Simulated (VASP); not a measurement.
# SnTe (F-43m) in VASP: notebook

Runs on SnTe. Level: PBEsol. Tasks: single point.

Everything below comes from runs of VASP 6.6.1. Logs are shortened: lines on timing, memory, paths and dates and some standing lists are left out, and cuts for length are marked.

### 1 Starting point

Symmetry: F-43m, No. 216, cubic system. Conventional cell: a = 7.222 Å, b = 7.222 Å, c = 7.222 Å, α = 90.00°, β = 90.00°, γ = 90.00°. Te (site symmetry -43m) is surrounded by 4 Sn at 3.13 Å. Sn (site symmetry -43m) is surrounded by 4 Te at 3.13 Å.

Measurements of this composition are mostly on another form, of space group No. 225.

### 2 Single point, PBEsol, spin-orbit coupling, no magnetisation

The input, INCAR:

```
SYSTEM = SnTe
  PREC = Accurate
  ENCUT = 250
  EDIFF = 1E-7
  ISMEAR = 0
  SIGMA = 0.02
  LREAL = .FALSE.
  LASPH = .TRUE.
  NELM = 100
  ALGO = Normal
  ISIF = 2
  LWAVE = .FALSE.
  LCHARG = .FALSE.
  MAGMOM = 0 0 0 0 0 0
  LORBIT = 11
  LSORBIT = .TRUE.
  GGA_COMPAT = .FALSE.
  GGA = PS
  NBANDS = 36
```

The input, KPOINTS:

```
Automatic mesh
0
G
  5 5 5
  0 0 0
```

The input, POSCAR:

```
SnTe
1.0
    0.0000000000      3.6111460000      3.6111460000
    3.6111460000      0.0000000000      3.6111460000
    3.6111460000      3.6111460000      0.0000000000
Te Sn
1 1
Direct
    0.2500000000      0.2500000000      0.2500000000
    0.0000000000      0.0000000000      0.0000000000
```

Potentials or basis: VASP PAW PBE potentials, release 64 (Te, Sn_d).

Run with:

```sh
$ cat potpaw_PBE.64/Te/POTCAR potpaw_PBE.64/Sn_d/POTCAR > POTCAR
$ mpirun -np 1 vasp_ncl > vasp.out
```

OUTCAR:

```text
SYSTEM = SnTe
   PREC = Accurate
   ENCUT = 250
   EDIFF = 1E-7
   ISMEAR = 0
   LREAL = .FALSE.
   LASPH = .TRUE.
   NELM = 100
   ISIF = 2
   LORBIT = 11
   LSORBIT = .TRUE.
   GGA = PS

 Found     14 irreducible k-points:

 Following reciprocal coordinates:
            Coordinates               Weight
  0.000000  0.000000  0.000000      1.000000
  0.200000  0.000000  0.000000      4.000000
 -0.200000  0.000000  0.000000      4.000000
  0.400000  0.000000  0.000000      4.000000
 -0.400000  0.000000  0.000000      4.000000
  0.200000  0.200000  0.000000      6.000000
   k-points           NKPTS =     14   k-points in BZ     NKDIM =     14   number of bands    NBANDS=     36
   number of dos      NEDOS =    301   number of ions     NIONS =      2
   total plane-waves  NPLWV =  21952
   dimension x,y,z NGX =    28 NGY =   28 NGZ =   28
   dimension x,y,z NGXF=    56 NGYF=   56 NGZF=   56
   ions per type =               1   1
   NGX,Y,Z   is equivalent  to a cutoff of   9.11,  9.11,  9.11 a.u.
   NGXF,Y,Z  is equivalent  to a cutoff of  18.23, 18.23, 18.23 a.u.
 SYSTEM =  SnTe
   PREC   = accura    normal or accurate (medium, high low for compatibility)
   ISTART =      0    job   : 0-new  1-cont  2-samecut
   ICHARG =      2    charge: 1-file 2-atom 10-const
   ISPIN  =      1    spin polarized calculation?
   LNONCOLLINEAR =      T non collinear calculations
   LSORBIT =      T    spin-orbit coupling
   LASPH  =      T    aspherical Exc in radial PAW
   ENCUT  =  250.0 eV  18.37 Ry    4.29 a.u.   6.58  6.58  6.58*2*pi/ulx,y,z
   NELM   =    100;   NELMIN=  2; NELMDL= -5     # of ELM steps
   EDIFF  = 0.1E-06   stopping-criterion for ELM
   LREAL  =      F    real-space projection
   EDIFFG = 0.1E-05   stopping-criterion for IOM
   NSW    =      0    number of steps for IOM
   IBRION =     -1    ionic relax: 0-MD 1-quasi-New 2-CG
   NFREE  =      0    steps in history (QN), initial steepest desc. (CG)
   ISIF   =      2    stress and relaxation
   ISYM   =      2    0-nonsym 1-usesym 2-fastsym
   POTIM  = 0.5000    time-step for ionic-motion
   TEBEG  =    0.0;   TEEND  =   0.0 temperature during run
   PSTRESS=    0.0 pullay stress
   NELECT =      20.0000    total number of electrons
   NUPDOWN=      -1.0000    fix difference up-down
   EMIN   =  10.00;   EMAX   =-10.00  energy-range for DOS
   EFERMI =   0.00;   METHOD = LEGACY
   ISMEAR =     0;   SIGMA  =   0.02  broadening in eV -4-tet -1-fermi 0-gaus
   EFERMI_NEDOS =   21; number of points for ismear=-14 and -15
   IALGO  =     38    algorithm
   IMIX   =      4    mixing-type and parameters
     AMIX     =   0.40;   BMIX     =  1.00
     AMIX_MAG =   1.60;   BMIX_MAG =  1.00
  volume/ion in A,a.u.               =      47.09       317.78
  Fermi-wavevector in a.u.,A,eV,Ry     =   0.976704  1.845704 12.979296  0.953951
  Thomas-Fermi vector in A             =   2.107344
   LORBIT       =     11    0 simple, 1 ext, 2 COOP (PROOUT), +10 PAW based schemes
   GGA     = PS    functional components
   LHFCALC =     F    Hartree Fock is set to
   AEXX    =    0.0000 exact exchange contribution
   IVDW    =     0    specifies the selected vdW correction
   LEPSILON=     F    determine dielectric tensor
   LRPA    =     F    only Hartree local field effects (RPA)
 Gauss-broadening in eV      SIGMA  =   0.02
  energy-cutoff  :      250.00
  volume of cell :       94.18
 maximum number of plane-waves:      1738
 NGX is ok and might be reduce to    28
   NGX = 13   NGY = 13   NGZ = 13

 number of electron      19.9999963 magnetization      -0.0000000      0.0000000      0.0000000

 number of electron      19.9999963 magnetization      -0.0000000      0.0000000     -0.0000000

 number of electron      19.9999963 magnetization      -0.0000000     -0.0000000     -0.0000000

 number of electron      19.9999963 magnetization       0.0000000      0.0000000      0.0000000

 Free energy of the ion-electron system (eV)
  ---------------------------------------------------
  ext. energy  EPLUGINS =         0.00000000
  ---------------------------------------------------
  free energy    TOTEN  =        -7.76306636 eV

  energy without entropy =       -7.76306636  energy(sigma->0) =       -7.76306636

 E-fermi :   3.0619     XC(G=0):  -7.6260

 val. band max:        2.9681748293   @ k =  -0.4000   0.4000   0.2000
 cond. band min:       3.1490823513   @ k =   0.4000   0.4000   0.0000
 fundamental gap:      0.1809075220
 Fermi energy:         3.0618539850

 k-point     1 :       0.0000    0.0000    0.0000
  band No.  band energies     occupation
      1     -19.2086      1.00000
      2     -19.2086      1.00000
      3     -19.2086      1.00000
      4     -19.2086      1.00000
      5     -18.1768      1.00000
      6     -18.1768      1.00000
[... 24 lines left out ...]
     31       9.4633      0.00000
     32       9.4633      0.00000

 k-point     2 :       0.2000    0.0000    0.0000
  band No.  band energies     occupation
      1     -19.2086      1.00000
      2     -19.2084      1.00000
      3     -19.2084      1.00000
      4     -19.2083      1.00000
      5     -18.1766      1.00000
      6     -18.1766      1.00000
[... 24 lines left out ...]
     31       8.8774      0.00000
     32       8.8876      0.00000

 k-point     3 :      -0.2000    0.0000    0.0000
  band No.  band energies     occupation
      1     -19.2086      1.00000
      2     -19.2084      1.00000
      3     -19.2084      1.00000
      4     -19.2083      1.00000
      5     -18.1766      1.00000
      6     -18.1766      1.00000
[... 24 lines left out ...]
     31       8.8774      0.00000
     32       8.8876      0.00000

 k-point     4 :       0.4000    0.0000    0.0000
  band No.  band energies     occupation
      1     -19.2085      1.00000
      2     -19.2084      1.00000
      3     -19.2084      1.00000
      4     -19.2083      1.00000
      5     -18.1764      1.00000
      6     -18.1764      1.00000
[... 24 lines left out ...]
     31       9.4617      0.00000
     32       9.4726      0.00000

 k-point     5 :      -0.4000    0.0000    0.0000
  band No.  band energies     occupation
      1     -19.2085      1.00000
      2     -19.2084      1.00000
      3     -19.2084      1.00000
      4     -19.2083      1.00000
      5     -18.1764      1.00000
      6     -18.1764      1.00000
[... 24 lines left out ...]
     31       9.4617      0.00000
     32       9.4726      0.00000

 k-point     6 :       0.2000    0.2000    0.0000
  band No.  band energies     occupation
      1     -19.2088      1.00000
      2     -19.2088      1.00000
      3     -19.2082      1.00000
      4     -19.2082      1.00000
      5     -18.1767      1.00000
      6     -18.1767      1.00000
[... 24 lines left out ...]
     31       9.8535      0.00000
     32       9.8535      0.00000

 [... further k-points ...]

 [bands above 32 left out]

------------------------ aborting loop because EDIFF is reached ----------------------------------------

  FORCE on cell =-STRESS in cart. coord.  units (eV):
  Direction    XX          YY          ZZ          XY          YZ          ZX
  --------------------------------------------------------------------------------------
  -------------------------------------------------------------------------------------
  Total       -0.8030164     -0.8030164     -0.8030164     -0.0000000      0.0000000     -0.0000000
  in kB      -13.6606025    -13.6606025    -13.6606025     -0.0000000      0.0000000     -0.0000000
  external PRESSURE =     -13.6606025 kB  Pullay stress =       0.0000000 kB

 VOLUME and BASIS-vectors are now :
 -----------------------------------------------------------------------------
  energy-cutoff  :      250.00
  volume of cell :       94.18
      direct lattice vectors                 reciprocal lattice vectors
     0.000000000  3.611146000  3.611146000    -0.138460201  0.138460201  0.138460201
     3.611146000  0.000000000  3.611146000     0.138460201 -0.138460201  0.138460201
     3.611146000  3.611146000  0.000000000     0.138460201  0.138460201 -0.138460201

 POSITION                                       TOTAL-FORCE (eV/Angst)
 -----------------------------------------------------------------------------------
      1.80557      1.80557      1.80557        -0.000000     -0.000000     -0.000000
      0.00000      0.00000      0.00000         0.000000      0.000000      0.000000
 -----------------------------------------------------------------------------------
    total drift:                                0.000000      0.000000      0.000000

  FREE ENERGIE OF THE ION-ELECTRON SYSTEM (eV)
  ---------------------------------------------------
  free  energy   TOTEN  =        -7.7630663606 eV

  energy  without entropy=       -7.7630663606  energy(sigma->0) =       -7.76306636

 Spin-Orbit-Coupling matrix elements

 Ion:    1  E_soc:     -0.2260352
 l=   1
     0.0000000    -0.0376718    -0.0376718
    -0.0376718     0.0000000    -0.0376718
    -0.0376718    -0.0376718     0.0000000
 l=   2
     0.0000000     0.0000078     0.0000000     0.0000078    -0.0000086
     0.0000078     0.0000000    -0.0000064     0.0000078    -0.0000021
     0.0000000    -0.0000064     0.0000000    -0.0000064     0.0000000
     0.0000078     0.0000078    -0.0000064     0.0000000    -0.0000021
    -0.0000086    -0.0000021     0.0000000    -0.0000021     0.0000000
 l=   3
     0.0000000     0.0000000     0.0000000     0.0000000     0.0000000     0.0000000     0.0000000
     0.0000000     0.0000000     0.0000000     0.0000000     0.0000000     0.0000000     0.0000000
     0.0000000     0.0000000     0.0000000     0.0000000     0.0000000     0.0000000     0.0000000
     0.0000000     0.0000000     0.0000000     0.0000000     0.0000000     0.0000000     0.0000000
     0.0000000     0.0000000     0.0000000     0.0000000     0.0000000     0.0000000     0.0000000
     0.0000000     0.0000000     0.0000000     0.0000000     0.0000000     0.0000000     0.0000000
     0.0000000     0.0000000     0.0000000     0.0000000     0.0000000     0.0000000     0.0000000

 Ion:    2  E_soc:     -0.1045945
 l=   1
     0.0000000    -0.0114904    -0.0114904
    -0.0114904     0.0000000    -0.0114904
    -0.0114904    -0.0114904     0.0000000
 l=   2
     0.0000000    -0.0012048     0.0000000    -0.0012048    -0.0047372
    -0.0012048     0.0000000    -0.0035529    -0.0012048    -0.0011843
     0.0000000    -0.0035529     0.0000000    -0.0035529     0.0000000
    -0.0012048    -0.0012048    -0.0035529     0.0000000    -0.0011843
    -0.0047372    -0.0011843     0.0000000    -0.0011843     0.0000000
 l=   3
     0.0000000     0.0000000     0.0000000     0.0000000     0.0000000     0.0000000     0.0000000
     0.0000000     0.0000000     0.0000000     0.0000000     0.0000000     0.0000000     0.0000000
     0.0000000     0.0000000     0.0000000     0.0000000     0.0000000     0.0000000     0.0000000
     0.0000000     0.0000000     0.0000000     0.0000000     0.0000000     0.0000000     0.0000000
     0.0000000     0.0000000     0.0000000     0.0000000     0.0000000     0.0000000     0.0000000
     0.0000000     0.0000000     0.0000000     0.0000000     0.0000000     0.0000000     0.0000000
     0.0000000     0.0000000     0.0000000     0.0000000     0.0000000     0.0000000     0.0000000

 total charge

# of ion       s       p       d       tot
------------------------------------------
    1        1.394   1.945   0.016   3.354
    2        1.392   0.703   9.950  12.044
--------------------------------------------------
tot          2.786   2.647   9.965  15.398

 magnetization (x)

# of ion       s       p       d       tot
------------------------------------------
    1        0.000   0.000  -0.000   0.000
    2        0.000  -0.000   0.000   0.000
--------------------------------------------------
tot          0.000  -0.000  -0.000   0.000

 magnetization (y)

# of ion       s       p       d       tot
------------------------------------------
    1        0.000   0.000  -0.000  -0.000
    2        0.000  -0.000   0.000  -0.000
--------------------------------------------------
tot          0.000  -0.000  -0.000  -0.000

 magnetization (z)

# of ion       s       p       d       tot
------------------------------------------
    1        0.000   0.000  -0.000   0.000
    2        0.000  -0.000  -0.000   0.000
--------------------------------------------------
tot          0.000  -0.000  -0.000   0.000
```

Wall time 32 s (1 thread of AMD EPYC 9R45 (Zen 5), shared host); peak memory 0.21 GiB.

The run converged, but some of its settings lie outside the range that counts as converged, so its numbers aren't taken as properties of the crystal.

What came out:

```
Free energy                                           : -7.7631 eV
Valence electrons inside the program's atomic spheres : Te 3.35; Sn 12.04
```

Caveat: the cutoff is under 1.25 times the usual one of these potentials, so pressure, stress and relaxed cells hold a basis-set (Pulay) error; the PAW data sets were made with another functional, which shifts forces and pressure a little.

### 3 Single point, PBEsol, spin-orbit coupling, no magnetisation

INCAR, as its differences from that of step 2:

```diff
@@ -2,3 +2,3 @@
   PREC = Accurate
-  ENCUT = 250
+  ENCUT = 300
   EDIFF = 1E-7
```

KPOINTS is that of step 2.

POSCAR is that of step 2.

Potentials or basis: VASP PAW PBE potentials, release 64 (Te, Sn_d).

Run with:

```sh
$ cat potpaw_PBE.64/Te/POTCAR potpaw_PBE.64/Sn_d/POTCAR > POTCAR
$ mpirun -np 1 vasp_ncl > vasp.out
```

It took 40 s on 1 thread of AMD EPYC 9R45 (Zen 5), shared host; peak memory 0.24 GiB.

The run converged, but some of its settings lie outside the range that counts as converged, so its numbers aren't taken as properties of the crystal.

What came out:

```
Free energy                                           : -7.7637 eV
Pressure                                              : -1.4 GPa
Valence electrons inside the program's atomic spheres : Te 3.35; Sn 12.05
```

Caveat: the PAW data sets were made with another functional, which shifts forces and pressure a little.

### 4 Single point, PBEsol, spin-orbit coupling, no magnetisation

INCAR, as its differences from that of step 3:

```diff
@@ -2,3 +2,3 @@
   PREC = Accurate
-  ENCUT = 300
+  ENCUT = 350
   EDIFF = 1E-7
```

KPOINTS is that of step 3.

POSCAR is that of step 3.

Run with:

```sh
$ cat potpaw_PBE.64/Te/POTCAR potpaw_PBE.64/Sn_d/POTCAR > POTCAR
$ mpirun -np 1 vasp_ncl > vasp.out
```

Wall time 41 s (1 thread of AMD EPYC 9R45 (Zen 5), shared host); peak memory 0.28 GiB.

The run converged, but some of its settings lie outside the range that counts as converged, so its numbers aren't taken as properties of the crystal.

Results:

- Free energy: -7.7636 eV
- Pressure: -1.4 GPa
- Valence electrons inside the program's atomic spheres: Te 3.35; Sn 12.05

Caveat: the PAW data sets were made with another functional, which shifts forces and pressure a little.

### 5 For comparison

An earlier run on the cell as given: functional PBEsol; potentials or basis VASP PAW PBE potentials, release 64 (Te, Sn_d); cutoff 520 eV; k mesh 7 × 7 × 7; occupations fermi-dirac, width 0.05 eV; no spin polarisation.

* Pressure: -1.4 GPa
* Band gap on the k mesh: 0.28 eV, indirect (least direct gap 0.79 eV)
